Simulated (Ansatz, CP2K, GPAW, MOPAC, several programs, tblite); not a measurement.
# What each method gives for InSe (R3m)

A 4-atom cell of InSe started from a crystallographic database, relaxed with r2SCAN+rVV10 in Ansatz, was computed with several methods. It is trigonal, R3m (No. 160); a = 4.021 Å, c = 25.232 Å in the conventional setting, 29.44 Å³ an atom. Around In lie 3 Se at 2.64 Å and 1 In at 2.79 Å; around Se lie 3 In at 2.64 Å. Calculated for a static, non-magnetic cell.

```
CELL_PARAMETERS angstrom
2.01056 1.16080 8.41067
-2.01056 1.16080 8.41067
0.00000 -2.32159 8.41067
ATOMIC_POSITIONS crystal
In 0.00048 0.00048 0.00048
In 0.11087 0.11087 0.11087
Se 0.61696 0.61696 0.61696
Se 0.82769 0.82769 0.82769
```

Gaps and times are for a single point on this cell; volume and bulk modulus come from each method's own relaxation or energy curve at fixed shape, which is too stiff where a cell has free coordinates or axes. Times are rough, from shared hosts (Arm Neoverse V1), and each method has its own mesh and cell size. A double dagger marks a value from a curve with shape and coordinates held. A star marks a curve whose lowest point is an end point. PM6 (MOPAC), PM7 (MOPAC), GFN2-xTB (tblite) treat a cluster of cells at its zone centre, which samples few k points: where these miss a band edge, the gap comes out too large for that reason alone. Gaps from k meshes are read at a limited set of points (mesh, symmetry points, PBE's band edges), so each method's own least gap may be somewhat smaller. xTB and the PM methods were fitted mostly to molecules, and can miss a solid's gap by electronvolts. Minimal bases can be far off for gaps. Curves at held shape can't give the bulk modulus of a layered or molecular crystal, so none is listed. d marks a direct gap, i an indirect one (no mark: not told apart), a dash a value that wasn't computed or didn't pass its checks.

```csv
method,kind,gap (eV),own volume (Å³/atom),bulk modulus (GPa),atoms computed,processor time
light PBE (260 eV and a coarse mesh),light plane-wave,0.37 d,–,–,4,3.6 s
PM6 (MOPAC),semi-empirical,5.48,–,–,108,8.5 s
PBE/single zeta (GPAW),small basis,0.42 d,–,–,4,10 s
GFN2-xTB (tblite),tight binding,1.48,32.77*‡,–,108,22 s
PBE,semilocal,0.40 d,–,–,4,29 s
PBE/SZV (CP2K),small basis,0.33 d,–,–,4,44 s
PM7 (MOPAC),semi-empirical,5.63,–,–,108,56 s
r2SCAN,semilocal,0.82 d,–,–,4,72 s
PBE/DZVP (CP2K),small basis,0.37 d,31.25‡,–,4,85 s
```

Against r2SCAN (0.82 eV) and with closed or daggered gaps left aside, the nearest gap at the points sampled is that of PBE/single zeta (GPAW) (-0.40 eV) and the farthest that of PM7 (MOPAC) (+4.81 eV). r2SCAN is only a yardstick of convenience: semilocal gaps usually lie below measured ones, which GLLB-SC and hybrids aim to mend.

Runs without a result: GFN1-xTB (tblite) (single point), GLLB-SC (GPAW) (single point, out of time).

No spin-orbit coupling is included; it can move band edges with weight on the heavy atoms by tenths of an eV.
